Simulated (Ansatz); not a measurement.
The calculation used DFT PBE, scalar-relativistic, plane waves, PAW in Ansatz 0.2.0. All cells share a 420 eV cutoff and Γ-centred k meshes spaced at most about 0.3 Å⁻¹ (2π included). No spin polarisation.

Temperature and zero-point effects are left out.

Two relaxed structures of Ga₅As₂P₃:

A.

```xyz
10
Lattice="-1.9791 1.9791 14.0141 1.9791 -1.9791 14.0141 1.9791 1.9791 -14.0141" Properties=species:S:1:pos:R:3 pbc="T T T"
Ga    0.0000    0.0000   25.0977
Ga    0.0000    0.0000    8.3647
Ga    0.0000    0.0000   19.6635
Ga    0.0000    0.0000    2.9305
Ga    0.0000    0.0000   14.0141
P     1.9791    0.0000    7.0070
P     0.0000    1.9791    4.2892
P     0.0000    1.9791    9.7249
As    1.9791    0.0000    1.4643
As    1.9791    0.0000   12.5498
```

B.

```xyz
10
Lattice="-1.9788 1.9788 14.0163 1.9788 -1.9788 14.0163 1.9788 1.9788 -14.0163" Properties=species:S:1:pos:R:3 pbc="T T T"
Ga    0.0000    0.0000   16.7356
Ga    0.0000    0.0000    5.6467
Ga    0.0000    0.0000   22.3858
Ga    0.0000    0.0000   11.2969
Ga    0.0000    0.0000    0.0000
P     1.9788    0.0000    7.0081
P     1.9788    0.0000   12.6561
P     1.9788    0.0000    1.3602
As    0.0000    1.9788    9.8331
As    0.0000    1.9788    4.1831
```

**Question.** Which arrangement of the elements on these sites is preferred, and by what margin?

**Answer.** They are level within the accuracy (under 1 meV/atom apart). The two share one framework of sites and differ in which element sits where. A has P and As ordered on zinc blende sites, space group I-4m2 (No. 119), 22.0 Å³/atom and a gap of 0.93 eV on its mesh; B has P and As ordered on zinc blende sites, space group I-4m2 (No. 119), 22.0 Å³/atom and a gap of 0.94 eV. Counting As or P atoms around Ga (for each partner element, those within 1.25 times its shortest distance or 1.15 times the sum of covalent radii, where it is the nearest in units of that sum or under 1.3), A and B both have Ga 4. In A, Ga on a site of symmetry 2mm has 2 P at 2.40 Å and 2 As at 2.46 Å; around P on a site of symmetry -4m2 lie 4 Ga at 2.40 Å; As has 4 Ga at 2.46 Å; 3 more sites not described. In B, Ga on a site of symmetry 2mm is surrounded by 2 P at 2.40 Å and 2 As at 2.46 Å; around P on a site of symmetry -4m2 lie 4 Ga at 2.40 Å; As is surrounded by 4 Ga at 2.46 Å; 3 more sites not described. Both come from invented guesses. Shaken at random and relaxed again, A came back. Shaken at random and relaxed again, B came back.

Kohn–Sham gaps at this level usually fall short of measured ones.
